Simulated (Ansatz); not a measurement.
## Si started at a second open point in 4H-SiC, 97 atoms, charge 0

All numbers come from Ansatz (PAW, plane waves, no spin–orbit coupling) at the single k point (¼, ¼, ¼) without its symmetry partners. The atoms were relaxed with PBEsol in a fixed cell; other functionals are single points on those atoms unless said otherwise. The valence top and gap of the host come from its small cell on a dense mesh, with the band extrema sought between the mesh points, lined up by the mean potential, PBEsol gap 2.12 eV, r²SCAN gap 2.60 eV.

Cell: a = 9.234 Å, b = 10.663 Å, c = 10.076 Å, α = 90.00°, β = 90.00°, γ = 90.00°.

Nearest atoms after relaxation, from the placed atom (for vacancies from the middle of the vacant sites): C at 1.84 Å, C at 1.87 Å, C at 1.88 Å, Si at 2.30 Å, Si at 2.33 Å, Si at 2.33 Å, Si at 2.33 Å, Si at 2.35 Å.

Chemical potentials μ are those of reference phases of the elements at zero temperature by the same functional (the usual solids, diamond for C, grey Sn, and the molecules H2, N2, O2, F2, Cl2, Br2 and S8).

| functional | E(defect) − E(host) − Σ nμ + q·E_VBM (eV) | monopole (eV) | alignment (eV) | formation energy at E_F = VBM (eV) | moment (μB) | wall time, shared host |
| --- | --- | --- | --- | --- | --- | --- |
| PBEsol | 9.32 | 0.00 | 0.00 | 9.32 | 0 (no spin) | 43 s on 8 threads of EPYC 9R45 (relaxation) |
| r²SCAN | 10.81 | 0.00 | 0.00 | 10.81 | 0 (no spin) | 22 s on 8 threads of EPYC 9R45 |

r²SCAN one-electron levels near the gap (the ten most localised at most), from the host's valence top:

```tsv
level (eV)	spin	filling	atoms sharing it	element of the atom with most weight
-0.20	both	2.00	64.7	spread
1.22	both	2.00	12.7	Si
2.79	both	2.00	50.0	spread
```

The charge sits partly or wholly in a band of the host, at the cell's one k point and not at the band edge, so the formation energy is too high and the charge correction doesn't apply as it stands.

The runs had no spin polarisation though PBEsol leaves holes or close levels at the Fermi level; a state of higher spin may be lower.

All elements are taken at their own reference at once; growth conditions in equilibrium with the host shift these energies, by up to the host's formation enthalpy.

One k point and a cell of this size can leave errors of several tenths of an eV in such numbers.
